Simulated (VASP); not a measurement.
# BaZrO3: NMR shieldings, part 3 of 3

Aim: NMR shielding tensors and field gradients of BaZrO3. The cell has space group Pm-3m. The start is a cell from a database of measured crystal structures.

VASP 6.6.1, plane waves and PAW; the level of theory is named at each step.

So far. Step 2 (Relaxation): The forces stay under 1e-4 eV/Å. Step 3 (Ground state): The cell has a gap of 3.22 eV on this mesh and a pressure of -4.6 GPa, which holds the misfit of the given cell and coordinates with this functional, and any error of cutoff, mesh and data sets. Spin-orbit coupling is left out, which can shift or reorder these edges.

## Step 4: Shielding tensors (continued)

Level of this step: chemical shifts by linear response (GIPAW), LDA; plane waves and PAW (Ba_sv_GW, Zr_sv, O) (VASP).

Ordered as |Vzz| ≥ |Vxx| ≥ |Vyy|, the program's way. Electric field gradients, by row:

```
atom  Vxx (V/Å²)  Vyy (V/Å²)  Vzz (V/Å²)  asymmetry
 Ba1           0           0           0          -
 Zr2           0           0           0          -
  O3       9.351       9.351       -18.7          0
  O4       9.351       9.351       -18.7          0
  O5       9.351       9.351       -18.7          0
```

## Step 5: Atoms moved

The atoms are moved at random, which breaks the symmetry and shows how shieldings follow the geometry.

INCAR reads:

```
SYSTEM = BaZrO3
PREC = Accurate
ENCUT = 560
EDIFF = 1E-09
NELM = 100
ISMEAR = 0
SIGMA = 0.01
LREAL = .FALSE.
ALGO = Normal
GGA = CA
NBANDS = 26
LASPH = .TRUE.
LWAVE = .FALSE.
LCHARG = .FALSE.
KPAR = 2
LCHIMAG = .TRUE.
LEFG = .TRUE.
DQ = 0.001
ICHIBARE = 1
LNMR_SYM_RED = .TRUE.
```

POSCAR reads:

```
BaZrO3
1.0
    4.1913400000      0.0000000000      0.0000000000
    0.0000000000      4.1913400000      0.0000000000
    0.0000000000      0.0000000000      4.1913400000
Ba Zr O
1 1 3
Direct
   -0.0007920000      0.0248710000     -0.0252460000
    0.4709400000      0.5016260000      0.4981420000
    0.0035280000      0.5053810000      0.4760160000
    0.4844250000      0.0070800000      0.4947410000
    0.4817040000      0.4979550000     -0.0026380000
```

KPOINTS reads:

```
Automatic mesh
0
Gamma
6 6 6
0 0 0
```

Potentials, in the order of the species: Ba_sv_GW, Zr_sv and O (LDA family, release 64).

Run with:

```
$ mpirun -np 2 vasp_std
```

Log:

```text
[... set-up lines as in an earlier step ...]
 entering main loop
       N       E                     dE             d eps       ncg     rms          rms(c)
DAV:   1     0.535227351845E+03    0.53523E+03   -0.19666E+04  5824   0.165E+03
DAV:   2    -0.199638546900E+01   -0.53722E+03   -0.52467E+03  8392   0.429E+02
DAV:   3    -0.550153640932E+02   -0.53019E+02   -0.51461E+02  9102   0.169E+02
DAV:   4    -0.573386827245E+02   -0.23233E+01   -0.23178E+01  9764   0.289E+01
[...]
DAV:  18    -0.486027338007E+02    0.13188E-07   -0.36357E-08  9768   0.134E-03    0.769E-03
DAV:  19    -0.486027337836E+02    0.17073E-07   -0.68875E-08  8376   0.186E-03    0.480E-03
DAV:  20    -0.486027337840E+02   -0.35971E-09   -0.57327E-09  7694   0.560E-04
ion   1
     0.0000000     0.0294720    -0.0044624    -0.0000145    -0.0325916     0.0060715
     0.0000600     0.0294720    -0.0044624    -0.0000145    -0.0325916     0.0060715
     0.0000826     0.0294720    -0.0044624    -0.0000145    -0.0325916     0.0060715
     0.0001137     0.0294720    -0.0044624    -0.0000145    -0.0325916     0.0060715
     0.0001566     0.0294720    -0.0044624    -0.0000145    -0.0325916     0.0060715

     0.0000000     2.4058413     2.5760701    -1.5684339    -1.2507227     5.8282276
     0.0000600     2.4053427     2.5753186    -1.5680831    -1.2504965     5.8266898
     0.0000826     2.4050935     2.5749312    -1.5679072    -1.2503851     5.8259043
     0.0001137     2.4047069     2.5743223    -1.5676339    -1.2502131     5.8246740
     0.0001566     2.4041097     2.5733693    -1.5672112    -1.2499491     5.8227557

ion   2
     0.0000000    -0.0842625    -0.0095156    -0.5044439     0.3752201     0.8740771
     0.0000523    -0.0842625    -0.0095156    -0.5044439     0.3752201     0.8740771
     0.0000720    -0.0842625    -0.0095156    -0.5044439     0.3752201     0.8740771
     0.0000992    -0.0842625    -0.0095156    -0.5044439     0.3752201     0.8740771
     0.0001366    -0.0842625    -0.0095156    -0.5044439     0.3752201     0.8740771

     0.0000000    -1.3633490     0.1702862     0.7463782     6.5304073    -0.7905027
     0.0000523    -1.3632926     0.1702689     0.7460643     6.5300768    -0.7900039
     0.0000720    -1.3632641     0.1702594     0.7458833     6.5299031    -0.7897155
     0.0000992    -1.3632196     0.1702440     0.7455868     6.5296283    -0.7892423
     0.0001366    -1.3631507     0.1702193     0.7451029     6.5291960    -0.7884693

ion   3
     0.0000000    -0.0057109    -0.0956430    -4.5110689     0.7434323     7.9628848
     0.0000293    -0.0057109    -0.0956430    -4.5110688     0.7434323     7.9628847
     0.0000403    -0.0057109    -0.0956430    -4.5110688     0.7434323     7.9628847
     0.0000555    -0.0057109    -0.0956430    -4.5110688     0.7434323     7.9628846
     0.0000765    -0.0057109    -0.0956430    -4.5110687     0.7434323     7.9628845

[...]
DAV:   6    -0.572469344994E+03   -0.62460E-09   -0.61459E-09  7792   0.349E-04
       N       E                     dE             d eps       ncg     rms
RMM:   1    -0.141673300082E+03   -0.14167E+03   -0.24585E+02  8987   0.939E+01
RMM:   2    -0.150384126642E+03   -0.87108E+01   -0.43961E+01 11290   0.255E+01
RMM:   3    -0.151506767313E+03   -0.11226E+01   -0.32552E+00 11402   0.651E+00
RMM:   4    -0.151620803428E+03   -0.11404E+00   -0.28061E-01 11838   0.185E+00
[...]
RMM:  10    -0.151630028926E+03   -0.50616E-07   -0.16343E-07 11200   0.785E-04
RMM:  11    -0.151630028933E+03   -0.65768E-08   -0.21480E-08  8533   0.239E-04
RMM:  12    -0.151630028934E+03   -0.91012E-09   -0.34707E-09  5173   0.924E-05
BDIR= 1  IDIR= 3  IQ=  0
DAV:   1    -0.572513756356E+03   -0.57251E+03   -0.37110E-10  3760   0.161E-04
DAV:   2    -0.572513756356E+03    0.38881E-10   -0.90732E-11  3582   0.101E-04
       N       E                     dE             d eps       ncg     rms
RMM:   1    -0.141656749402E+03   -0.14166E+03   -0.24576E+02  8984   0.939E+01
RMM:   2    -0.150358505678E+03   -0.87018E+01   -0.43938E+01 11283   0.255E+01
RMM:   3    -0.151479844881E+03   -0.11213E+01   -0.32453E+00 11400   0.651E+00
RMM:   4    -0.151593212713E+03   -0.11337E+00   -0.27916E-01 11841   0.185E+00
[...]
RMM:  10    -0.151602341829E+03   -0.50296E-07   -0.16242E-07 11193   0.783E-04
RMM:  11    -0.151602341835E+03   -0.64607E-08   -0.20928E-08  8483   0.238E-04
RMM:  12    -0.151602341836E+03   -0.88818E-09   -0.32986E-09  5139   0.919E-05
BDIR= 1  IDIR= 3  IQ=  1
DAV:   1    -0.572557919418E+03   -0.57256E+03   -0.42698E-02  6842   0.130E+00
DAV:   2    -0.572558159306E+03   -0.23989E-03   -0.23989E-03  8988   0.337E-01
DAV:   3    -0.572558169305E+03   -0.99988E-05   -0.99988E-05  9044   0.437E-02
DAV:   4    -0.572558169764E+03   -0.45895E-06   -0.45892E-06  9324   0.102E-02
DAV:   5    -0.572558169778E+03   -0.14070E-07   -0.14108E-07  8860   0.142E-03
DAV:   6    -0.572558169778E+03   -0.71930E-09   -0.71415E-09  7930   0.382E-04
       N       E                     dE             d eps       ncg     rms
RMM:   1    -0.141639027925E+03   -0.14164E+03   -0.24567E+02  8977   0.938E+01
RMM:   2    -0.150331138359E+03   -0.86921E+01   -0.43907E+01 11281   0.255E+01
RMM:   3    -0.151451534037E+03   -0.11204E+01   -0.32391E+00 11399   0.651E+00
RMM:   4    -0.151564950682E+03   -0.11342E+00   -0.27860E-01 11839   0.185E+00
[...]
RMM:  10    -0.151574068666E+03   -0.49749E-07   -0.16210E-07 11172   0.781E-04
RMM:  11    -0.151574068673E+03   -0.65012E-08   -0.21012E-08  8464   0.235E-04
RMM:  12    -0.151574068673E+03   -0.89477E-09   -0.34038E-09  5167   0.914E-05
       N       E                     dE             d eps       ncg     rms
RLQ:   1    -0.237586973358E+01   -0.23759E+01   -0.11728E+01  6539   0.395E+01
RLQ:   2    -0.307287643548E+01   -0.69701E+00   -0.25501E+00 10639   0.482E+00
RLQ:   3    -0.315676681104E+01   -0.83890E-01   -0.30681E-01 11223   0.132E+00
RLQ:   4    -0.316381787974E+01   -0.70511E-02   -0.17030E-02 11449   0.333E-01
RLQ:   5    -0.316452425517E+01   -0.70638E-03   -0.26921E-03 11773   0.109E-01
RLQ:   6    -0.316459193515E+01   -0.67680E-04   -0.15948E-04 11845   0.277E-02
RLQ:   7    -0.316459837024E+01   -0.64351E-05   -0.21884E-05 11727   0.839E-03
RLQ:   8    -0.316459895416E+01   -0.58393E-06   -0.14836E-06 11444   0.233E-03
RLQ:   9    -0.316459900418E+01   -0.50016E-07   -0.15887E-07  9895   0.716E-04
```

Wall time 11 min (2 MPI ranks of AMD EPYC 9R45, shared host).

The run was cut off at its time limit.

More ranks or a longer limit would be the way on.

## Step 6: What came out

```yaml
ba_isotropic_shielding: 4864.4 ppm
zr_isotropic_shielding: 1381.2 ppm
o_isotropic_shielding: -196 ppm
```

What this shows: At LDA the isotropic shieldings are Ba 4864.4 ppm; Zr 1381.2 ppm; O -196 ppm. The widest tensor is that of O3, with a span (largest less smallest principal value) of 314 ppm. The largest field gradient is Vzz = -18.7 V/Å² at O3. Shifts were not obtained, since a shift is the shielding of a reference compound, computed alike, less these values. The G = 0 term is the part set by the sample's shape, taken here for a sphere. Spin-orbit effects on the shifts of and near heavy atoms are left out. No finer mesh was run, so convergence in it isn't shown. VASP's guide advises NLSPLINE for shieldings, which this input doesn't set; the effect wasn't tested. The run «atoms moved» ended without a result (time limit). The cell has space group Pm-3m. The given cell is kept, although it stands at -4.8 GPa at LDA and ENCUT = 560 eV, which holds the mismatch of the given cell with this functional, any error of the entry itself and any basis-set error; the relaxation of the atoms, at PBE and ENCUT = 520 eV, gave +4.2 GPa. Not tabulated here, as repeats of values shown or as unfit to read for their mesh, reference level or band range: gaps (relaxation).

[Lines on the potential files, build, host, timing and source positions are cut from VASP's logs without a mark.]

[Logs are printed without paths, hosts, clocks, repeated set-up lines and the standing remarks that a program may print on its own settings, such as how far it seeks lower states.]

[Hosts, paths, dates, database ids (printed as entryN), source tags and the programs' standing remarks are cut or masked in the printed files.]
